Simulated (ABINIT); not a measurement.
Input of an ABINIT 10.8.3 (patched build) run:

run.abi

```
# Pseudopotentials
pp_dirpath "./"
pseudos "K.upf, Cl.upf"

# Structure
acell 3*1.0 Angstrom
rprim
     0.0000000000     3.1464700000     3.1464700000
     3.1464700000     0.0000000000     3.1464700000
     3.1464700000     3.1464700000     0.0000000000
ntypat 2
znucl 19 17
natom 2
typat 1 2
xcart
     0.0000000000     0.0000000000     0.0000000000
     3.1464700000     3.1464700000     3.1464700000 Angstrom

# Plane-wave basis
ecut 32.0

# k points
kptopt 1
ngkpt 5 5 5
nshiftk 1
shiftk 0.0 0.0 0.0

# Exchange and correlation
ixc 7

# Bands and occupations
nband 12
occopt 3
tsmear 0.05 eV

# SCF cycle
nstep 100
tolvrs 1.0e-10

# Output
iomode 3
prtwf 0
prtden 0
prteig 0
prtebands 0
enunit 1
```

Potentials or basis: PseudoDojo NC SR LDA v0.4.1 standard.

Run with:

```bash
$ abinit run.abi > log 2>&1
```

Q: Predict the pressure.

A: -2.0 GPa.

Q: What does it give for the band gap on the k mesh?

A: 4.74 eV, direct.

**What was measured.**

From a printed reference work, monograph, for a bulk crystal of KCl: band gap 8.68 eV.

Against the measured gap of KCl, 8.68 eV (a printed reference work, monograph), the calculated 4.74 eV is off by -3.94 eV. The value is that of LDA, without temperature or zero-point motion. Semilocal functionals fall short of measured gaps as a rule.
